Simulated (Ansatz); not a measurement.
BaS at 22 GPa: from Born charge to LO–TO splitting and polaron coupling

Computed with DFT PBEsol, scalar-relativistic, plane waves, PAW in Ansatz. Settings: 420 eV plane-wave cutoff, Γ-centred 8×8×8 mesh, fixed occupations. No spin polarisation. Phonons by linear response, acoustic sum rule imposed.

The cell, relaxed at 22 GPa:
```
CELL_PARAMETERS angstrom
0.00000 2.90025 2.90025
2.90025 0.00000 2.90025
2.90025 2.90025 0.00000
ATOMIC_POSITIONS crystal
Ba 0.00000 0.00000 0.00000
S 0.50000 0.50000 0.50000
```

Spin–orbit coupling is left out, which matters for heavy elements. Other phases may be more stable at this pressure.

Linear response gives ν_TO = 220.8 cm⁻¹, Born charges ±2.932 e (positive on Ba) and ε∞ = 6.486. The primitive cell holds 48.791 Å³, and the masses are 137.327 and 32.060 amu.

Question: Find ν_LO and the static dielectric constant.

Answer: The long-wave field adds a restoring force: ω_LO² − ω_TO² = Z*²e²/(ε_vac ε∞ μV). In these units ν_LO² − ν_TO² = 4.92064×10⁷ Z*²/(μ V ε∞) cm⁻², with μ = m₁m₂/(m₁ + m₂) = 25.992 amu: 51412 cm⁻². So ν_LO = √(220.8² + 51412) = 316.5 cm⁻¹, and the run gives 316.5. Lyddane–Sachs–Teller then gives ε0 = ε∞ (ν_LO/ν_TO)² = 13.32, against 13.32 in the run (it forms both from the same three quantities, so the match checks the arithmetic only). Between ν_TO and ν_LO the dielectric function is negative and an undamped crystal reflects fully: a reststrahlen band from 31.6 to 45.3 μm.

Question: What do the Clausius–Mossotti polarisability and the Szigeti charge come to?

Answer: With the Lorentz local field, α = (3V/4π)(ε∞ − 1)/(ε∞ + 2) = 7.53 Å³ for the pair, and e_S = 3Z*/(ε∞ + 2) = 1.04 e. The Born charge includes the electrons' response to the dipole's own local field, and e_S takes that enhancement out. The Lorentz field assumes point-like polarisable ions, a poor picture once ε∞ is this large, since the electron clouds then overlap or are shared, so both numbers are formal here.

Question: How strongly does a slow electron couple to the LO mode?

Answer: For one isotropic parabolic band, Fröhlich's constant is α_F = (1/ε∞ − 1/ε0) √(m* Ry/ħω_LO), with Ry = 13.606 eV, ħω_LO = 39.2 meV and m* in free-electron masses: α_F = 0.0791 × 18.62 × √m* = 1.47 √m*. The band mass isn't part of this run; for m* = 0.1, 0.3 and 1 it gives 0.47, 0.81, 1.47. In weak coupling the polaron lies α_F ħω_LO below the band edge (32 meV at m* = 0.3) with a mass m*(1 + α_F/6); past α_F of about 5 or 6 that expansion fails. A semilocal functional's ε∞ tends to be too large, which taken alone lowers α_F.

Cost: 1 run of about 1.1 core-minutes, on Arm Neoverse N1 (shared hosts).